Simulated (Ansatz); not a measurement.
# ZrSe2: the cost of one run

Program: Ansatz 0.2.0. Level of theory: DFT LDA, scalar-relativistic, plane waves, PAW. These are calculated values, not measurements.

The COD entry's cell or inner coordinates are ideal or old and differ from later refinements, so a difference from it is no clean test against experiment.

## Step 1: The starting structure

It takes space group P-3m1 (No. 164, trigonal). The conventional cell has a = 3.798 Å, b = 3.798 Å, c = 6.192 Å, α = 90.00°, β = 90.00°, γ = 120.00°. Around Zr (site symmetry -3m) lie 6 Se at 2.68 Å. Se (site symmetry 3m) has 3 Zr at 2.68 Å as nearest neighbours.

As a file:

```cif
data_structure
_symmetry_space_group_name_H-M 'P-3m1'
_symmetry_Int_Tables_number 164
_cell_length_a 3.7980
_cell_length_b 3.7980
_cell_length_c 6.1920
_cell_angle_alpha 90.000
_cell_angle_beta 90.000
_cell_angle_gamma 120.000
_cell_volume 77.35
loop_
_atom_site_label
_atom_site_type_symbol
_atom_site_symmetry_multiplicity
_atom_site_Wyckoff_symbol
_atom_site_fract_x
_atom_site_fract_y
_atom_site_fract_z
_atom_site_occupancy
Zr1 Zr 1 a 0.00000 0.00000 0.00000 1
Se1 Se 2 d 0.33333 0.66667 0.25000 1
```

The structure comes from the Crystallography Open Database.

## Step 2: Quick check of gap, pressure and forces

The input, input.yaml:

```yaml
crystal:
  lattice:
    - [3.7979980586, 0.0, 0.0]
    - [-1.8989990293, 3.2891628022, 0.0]
    - [0.0, 0.0, 6.192]
  atoms:
    - { symbol: Zr, position: [0.0, 0.0, 0.0] }
    - { symbol: Se, position: [0.3333333333, 0.6666666667, 0.25] }
    - { symbol: Se, position: [0.6666666667, 0.3333333333, 0.75] }
basis:
  ecutwfc: 420
kpoints:
  mp_grid: { grid: [6, 6, 4] }
hamiltonian:
  xc: lda
scf:
  occupations: { method: gaussian, width: 0.1 }
output:
  forces: true
  stress: true
  eigenvalues: true
```

Started as:

```console
ansatz run input.yaml --threads 1 --pin off --max-ram 1228MiB --backend cpu --events-out ev --progress --plain --runs-dir out
```

What time and memory should one allow on 1 thread of an x86-64 CPU, shared host?

About 3.8 s, with a peak of 0.41 GiB.
